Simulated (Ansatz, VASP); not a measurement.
Ta2C: VASP beside Ansatz

INCAR

```
SYSTEM = Ta2C
PREC = Accurate
ENCUT = 520
EDIFF = 1E-7
ISMEAR = 0
SIGMA = 0.1
LREAL = .False.
LASPH = .True.
NELM = 100
ALGO = Fast
ISIF = 2
LWAVE = .False.
LCHARG = .False.
GGA = PS
NBANDS = 20
```

KPOINTS

```
Automatic mesh
0
Gamma
  6 6 4
  0 0 0
```

Contents of POSCAR:

```
Ta2C
1.0
    3.1059007354      0.0000000000      0.0000000000
   -1.5529503677      2.6897889385      0.0000000000
    0.0000000000      0.0000000000      4.9464000000
Ta C
2 1
Direct
    0.3333333333      0.6666666667      0.2520100000
    0.6666666667      0.3333333333      0.7479900000
    0.0000000000      0.0000000000      0.0000000000
```

Input for Ansatz:

```yaml
crystal:
  lattice:
    - [3.1059007354, 0.0, 0.0]
    - [-1.5529503677, 2.6897889385, 0.0]
    - [0.0, 0.0, 4.9464]
  atoms:
    - { symbol: Ta, position: [0.3333333333, 0.6666666667, 0.25201] }
    - { symbol: Ta, position: [0.6666666667, 0.3333333333, 0.74799] }
    - { symbol: C, position: [0.0, 0.0, 0.0] }
basis:
  ecutwfc: 420
kpoints:
  mp_grid: { grid: [6, 6, 4] }
hamiltonian:
  xc: pbesol
scf:
  occupations: { method: gaussian, width: 0.1 }
output:
  forces: true
  stress: true
  eigenvalues: true
```

Alike in both runs: task single point; functional PBEsol; k mesh 6 × 6 × 4; occupations gaussian, width 0.1 eV; no spin polarisation.

|  | VASP | Ansatz |
| --- | --- | --- |
| version | VASP 6.6.1 | Ansatz 0.2.0 |
| potentials or method | VASP PAW PBE potentials, release 64 (Ta_pv, C) | scalar-relativistic, plane waves, PAW |
| plane-wave cutoff (eV) | 520 | 420 |
| valence electrons in the cell | 26 | 30 |

|  | VASP | Ansatz | Ansatz less VASP |
| --- | --- | --- | --- |
| gap on the k mesh at the Fermi level (eV) | none | none | - |
| pressure (GPa) | -2.8 | -3.3 | -0.49 |
| largest component of the traceless stress (GPa) | 0.27 | 0.25 | -0.024 |
| rms of the force components (eV/Å) | 0.147 | 0.126 | -0.0214 |

Atom by atom the forces differ by 0.021 eV/Å (rms over components). A gap of «none» marks a metal or a gap that the smearing closes. The two sets of potentials don't hold the same shells in valence.

Caveats: the k mesh is coarse (spacing up to 0.39 Å⁻¹), so the values aren't converged; the PAW data sets were made with another functional, which shifts forces and pressure a little (VASP). Spin-orbit coupling is left out, which matters for the levels of Ta.
